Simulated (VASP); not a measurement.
**KBr in VASP: one cell, several levels of theory**

Aim: gap, levels, forces and stress of KBr (zincblende), under +2.5 % biaxial strain in x and y, free along z at fixed geometry. Runs: PBE, r2SCAN. The results are then set beside those of Ansatz 0.2.0 for the same cell. This is a trial cell built on a prototype, not taken from a measured structure, and it needn't be the compound's ground state.

The runs shown are made with VASP 6.6.1. PAW datasets, plane waves. The structure was generated, not taken from experiment, and needn't be the ground state; spin polarisation is off.

## Step 1: The system as given

The cell comes from an earlier relaxation with r2SCAN in another program, then strained, with the atoms relaxed again.

Space group I-4m2 (No. 119), tetragonal; conventional cell a = 5.346 Å, c = 6.988 Å, 49.94 Å³ an atom. Near K stand 4 Br at 3.19 Å; near Br stand 4 K at 3.19 Å.

Structure file:

```cif
data_structure
_symmetry_space_group_name_H-M 'P 1'
_symmetry_Int_Tables_number 1
_cell_length_a 5.1478
_cell_length_b 5.1478
_cell_length_c 5.3464
_cell_angle_alpha 58.715
_cell_angle_beta 58.715
_cell_angle_gamma 62.569
_cell_volume 99.87
loop_
_atom_site_label
_atom_site_type_symbol
_atom_site_fract_x
_atom_site_fract_y
_atom_site_fract_z
_atom_site_occupancy
K1 K 0.00000 0.00000 0.00000 1
Br1 Br 0.25000 0.25000 0.25000 1
```

## Step 2: PBE at this geometry

Contents of INCAR:

```
ENCUT = 520.000000
SIGMA = 0.020000
EDIFF = 1.00e-07
GGA = PE
PREC = Accurate
IBRION = -1
ISIF = 2
ISMEAR = -1
NBANDS = 15
NELM = 120
NSW = 0
LASPH = .TRUE.
LCHARG = .TRUE.
LELF = .TRUE.
LWAVE = .FALSE.
LREAL = .FALSE.
```

Contents of KPOINTS:

```
KPOINTS created by Atomic Simulation Environment
0
Gamma
6 6 6
0 0 0
```

Contents of KPOINTS_OPT:

```
special points
6
Reciprocal
0.0000000000 0.0000000000 0.0000000000 1
-0.5000000000 -0.5000000000 0.0000000000 1
-0.3750000000 -0.3750000000 0.2500000000 1
-0.3750000000 0.0000000000 0.3750000000 1
0.0000000000 0.0000000000 0.5000000000 1
-0.5000000000 -0.2500000000 0.2500000000 1
```

Contents of POSCAR:

```
K  Br
 1.0000000000000000
     0.0000000000000000    3.7805067765000002    3.4939996361999999
     3.7805067765000002    0.0000000000000000    3.4939996361999999
     3.7805067765000002    3.7805067765000002    0.0000000000000000
 K   Br
   1   1
Cartesian
  0.0000000000000000  0.0000000000000000  0.0000000000000000
  1.8902533882500001  1.8902533882500001  1.7469998180999999
```

The run uses the recommended PBE PAW datasets (16 valence electrons a neutral cell).

Started as:

```console
$ mpirun -np 1 vasp_std
```

## Step 3: r2SCAN

Contents of INCAR:

```
ENCUT = 520.000000
SIGMA = 0.010000
EDIFF = 1.00e-07
ALGO = Normal
METAGGA = R2SCAN
PREC = Accurate
IBRION = -1
ISIF = 2
ISMEAR = 0
NBANDS = 15
NELM = 120
NSW = 0
LASPH = .TRUE.
LCHARG = .FALSE.
LWAVE = .FALSE.
LREAL = .FALSE.
```

KPOINTS is that of step 2.

KPOINTS_OPT is that of step 2.

POSCAR is that of step 2.

What does the calculation give? Wanted: for each run, gap; pressure; Ansatz: gap; Ansatz: pressure.

The runs gave:

| level | gap (eV) | pressure (GPa) | Ansatz: gap (eV) | Ansatz: pressure (GPa) |
| --- | --- | --- | --- | --- |
| PBE | 4.25 | 0.29 | 4.25 | 0.27 |
| r2SCAN | 4.81 | 0.01 | 4.81 | 0.01 |

**Reading.** The gap runs from 4.25 eV (PBE) to 4.81 eV (r2SCAN). The two programs agree on the gap within 0.01 eV, far less than the spread between functionals. Each program uses its own PAW datasets and cutoff.
